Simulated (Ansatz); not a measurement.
Take a crystal in which Ba has been replaced by Mg on all its sites, with the cell rescaled by a rough guess (in some cases also distorted within its space group) and nothing relaxed:

```
Mg S
1.0
     0.00000    2.72009    2.72009
     2.72009    0.00000    2.72009
     2.72009    2.72009    0.00000
Mg S
1 1
Direct
  0.00000 0.00000 0.00000
  0.50000 0.50000 0.50000
```

Computed with DFT PBEsol, scalar-relativistic, plane waves, PAW (Ansatz 0.2.0).

Plane waves to 420 eV, a k mesh through Γ of 10×10×10 on the computed 2-atom cell and Gaussian smearing (0.02 eV); no spin polarisation.

(1) Will this cell want to expand or contract, and how hard?

(2) Is it a metal on this mesh?

(3) What is its energy against the elements in their standard states?

## Answers

(1) The pressure is -8.5 GPa (positive in compression), so the cell would contract.

(2) No: the gap is 2.43 eV, the least direct gap 2.65 eV.

(3) -1.407 eV/atom at this unrelaxed geometry, with the elements in the same functional.